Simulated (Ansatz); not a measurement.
I need an equation of state with a fit of LiF, space group P6_3mc. Use the Python package of Ansatz (0.2.0). Settings (first run): PBEsol, PAW, cutoff 420 eV, 6×6×4 k-points, fixed occupations, D3BJATM dispersion.

```cif
data_structure
_symmetry_space_group_name_H-M 'P 1'
_symmetry_Int_Tables_number 1
_cell_length_a 3.0609
_cell_length_b 3.0609
_cell_length_c 4.8073
_cell_angle_alpha 90.000
_cell_angle_beta 90.000
_cell_angle_gamma 120.000
_cell_volume 39.01
loop_
_atom_site_label
_atom_site_type_symbol
_atom_site_fract_x
_atom_site_fract_y
_atom_site_fract_z
_atom_site_occupancy
Li1 Li 0.33333 0.66667 0.38115 1
Li2 Li 0.66667 0.33333 0.88115 1
F1 F 0.33333 0.66667 0.99384 1
F2 F 0.66667 0.33333 0.49384 1
```

`run_eos.py`
```python
# -*- coding: utf-8 -*-
import warnings

import ansatz as az
import numpy as np
from pymatgen.analysis.eos import EOS

vectors0 = np.array([
    [3.06094, 0.0, 0.0],
    [-1.53047, 2.650852, 0.0],
    [0.0, 0.0, 4.807325],
])
sites = [
    ("Li", [1 / 3, 2 / 3, 0.381154]),
    ("Li", [2 / 3, 1 / 3, 0.881154]),
    ("F", [1 / 3, 2 / 3, 0.993844]),
    ("F", [2 / 3, 1 / 3, 0.493844]),
]


def crystal_on(cell):
    crystal = az.Crystal(lattice=az.Lattice.of(cell))
    for symbol, position in sites:
        crystal = crystal.atom(symbol, position)
    return crystal


def main():
    warnings.simplefilter("ignore", az.DeckWarning)

    volumes, energies, pressures = [], [], []
    for scale in np.linspace(0.9, 1.1, 9):
        cell = vectors0 * scale ** (1 / 3)
        model = (
            crystal_on(cell).calculation()
            .functional("pbesol", dispersion="d3bjatm")
            .basis(420)
            .occupations("fixed")
            .mixing("msr1", preconditioner="local_kerker")
            .eigensolver("davidson")
            .initial_density(normalization="cell")
            .scf(tolerance=1e-07, extra_bands=6)
            .kpoints(6, 6, 4)
            .stress()
        )
        rep = model.run(threads=1).report
        volumes.append(abs(np.linalg.det(cell)) / len(sites))
        energies.append(rep["free_energy_ev"] / len(sites))
        pressures.append(np.trace(rep["stress_gpa"]) / 3)
        print(f"V = {volumes[-1]:8.4f} A^3/atom  F = {energies[-1]:.5f} eV/atom  P = {pressures[-1]:8.3f} GPa")

    for form in ["vinet", "birch_murnaghan"]:
        fit = EOS(eos_name=form).fit(volumes, energies)
        print(f"{form:18s} V0 {fit.v0:8.4f} A^3/atom  B0 {fit.b0_GPa:7.1f} GPa  B1 {fit.b1:5.2f}")


if __name__ == "__main__":
    main()
```

```console
$ python run_eos.py
V =   8.7766 A^3/atom  F = -503.34682 eV/atom  P =    7.260 GPa
V =   9.0204 A^3/atom  F = -503.35610 eV/atom  P =    4.979 GPa
V =   9.2642 A^3/atom  F = -503.36208 eV/atom  P =    2.988 GPa
V =   9.5080 A^3/atom  F = -503.36532 eV/atom  P =    1.241 GPa
V =   9.7518 A^3/atom  F = -503.36599 eV/atom  P =   -0.289 GPa
V =   9.9956 A^3/atom  F = -503.36447 eV/atom  P =   -1.635 GPa
V =  10.2394 A^3/atom  F = -503.36112 eV/atom  P =   -2.817 GPa
V =  10.4832 A^3/atom  F = -503.35601 eV/atom  P =   -3.852 GPa
V =  10.7270 A^3/atom  F = -503.34945 eV/atom  P =   -4.763 GPa
vinet              V0   9.7027 A^3/atom  B0    58.6 GPa  B1  4.22
birch_murnaghan    V0   9.7027 A^3/atom  B0    58.5 GPa  B1  4.22
```

A third-order Birch-Murnaghan fit through the 9 points has its minimum at 9.70 Å³ an atom, 0.5 % below the typed cell, with a bulk modulus of 59 GPa and dB/dP = 4.2. From that minimum the energy rises by 19.2 meV an atom on the compressed side and 16.6 meV on the expanded side.

What to keep in mind:
- These settings explore the input space; cutoff and mesh may be short of convergence.
- Shape and fractional positions are held along the curve, so the bulk modulus is an upper value where they are free to relax.
- The program warned that this SCF threshold is loose for forces or stresses.
- Pressure is positive in compression.
- This cell is a computed structure, which may not be the phase found in nature.
- The script silences the warnings on its input, which a real study should read.
- It ran for 20 s on 1 thread of Arm Neoverse V1, on a shared host, peak memory 0.4 GiB.

(A comment or docstring line of the script was reworded after the run, the code is as it ran; lines on the test bed's own set-up are left out of the output.)
